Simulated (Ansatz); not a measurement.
The system is Sn.

```
Sn
1.0
    -1.72654    1.77555    2.33834
     1.72654   -1.77555    2.33834
     1.72654    1.77555   -2.33834
Sn
1
Direct
  0.00000 0.00000 0.00000
```

This isn't the form of Sn at room conditions, which is tetragonal (white tin).

- Program: Ansatz 0.2.0
- Task: relaxation of cell and atoms
- Functional: PBEsol
- Potentials or basis: all-electron LAPW, scalar-relativistic
- Basis error allowed: 0.001 eV/atom
- k mesh: 11 × 11 × 11
- Occupations: fermi-dirac, width 0.05 eV
- Spin: no spin polarisation

At the start: volume 28.67 Å³/atom.

How do energy, volume and symmetry change on relaxing?

Over 6 steps the energy falls by 28.2 meV/atom and the volume is 26.57 Å³/atom (-7.3 %); space group I4/mmm (No. 139, to 0.05 Å).

Step by step:
```
step  energy change (eV)  largest force (eV/Å)  volume (Å³)
   1              0.0000                0.0000        28.67
   2             -0.0275                0.0000        26.43
   3             -0.0281                0.0000        26.55
   4             -0.0282                0.0000        26.57
   5             -0.0282                0.0000        26.57
   6             -0.0282                0.0000        26.57
```

Final structure:
```
CELL_PARAMETERS angstrom
-1.69767 1.69759 2.30461
1.69767 -1.69759 2.30461
1.69767 1.69759 -2.30461
ATOMIC_POSITIONS crystal
Sn 0.00000 0.00000 0.00000
```
